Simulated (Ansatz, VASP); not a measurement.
**Ru in VASP and in Ansatz**

The input INCAR:

```
  PREC = Accurate
  ENCUT = 520
  EDIFF = 1E-6
  ISMEAR = 0
  SIGMA = 0.15
  LREAL = F
  LASPH = T
  NELM = 80
  ALGO = Fast
  ISIF = 2
  LWAVE = F
  LCHARG = F
  GGA = PE
  NBANDS = 13
```

The input KPOINTS:

```
regular mesh
0
Gamma
  20 20 20
```

Contents of POSCAR:

```
Ru
1.0
    0.1000169121      1.9312789448      1.9312789448
    1.9312789448      0.1000169121      1.9312789448
    1.9312789448      1.9312789448      0.1000169121
Ru
1
Direct
    0.0000000000      0.0000000000      0.0000000000
```

Input for Ansatz:

```yaml
crystal:
  lattice:
    - [0.1000169121, 1.9312789448, 1.9312789448]
    - [1.9312789448, 0.1000169121, 1.9312789448]
    - [1.9312789448, 1.9312789448, 0.1000169121]
  atoms:
    - { symbol: Ru, position: [0.0, 0.0, 0.0] }
basis:
  ecutwfc: 420
kpoints:
  mp_grid: { grid: [20, 20, 20] }
hamiltonian:
  xc: pbe
scf:
  occupations: { method: gaussian, width: 0.15 }
output:
  forces: true
  stress: true
  eigenvalues: true
```

Change from the starting cell: equal engineering shear yz, xz and xy +0.0525, equal normal strain along x, y and z -0.0125.

Alike in both runs: task single point; functional PBE; k mesh 20 × 20 × 20; occupations gaussian, width 0.15 eV; no spin polarisation.

|  | VASP | Ansatz |
| --- | --- | --- |
| version | VASP 6.6.1 | Ansatz 0.2.0 |
| potentials or method | VASP PAW PBE potentials, release 64 (Ru_pv) | scalar-relativistic, plane waves, PAW |
| plane-wave cutoff (eV) | 520 | 420 |
| valence electrons in the cell | 14 | 16 |

VASP gave:

```
gap on the k mesh at the Fermi level (eV)       : none
pressure (GPa)                                  : 16.3
largest component of the traceless stress (GPa) : 14.28
```

Task: What did Ansatz give for the same quantities?

Result: gap on the k mesh at the Fermi level (eV): none; pressure (GPa): 16.4; largest component of the traceless stress (GPa): 14.27.

A gap of «none» marks a metal or a gap that the smearing closes. The two sets of potentials don't hold the same shells in valence.

Caveats: so large a pressure means that the cell lies far from this level's equilibrium, or that cutoff or potentials fall short (VASP).
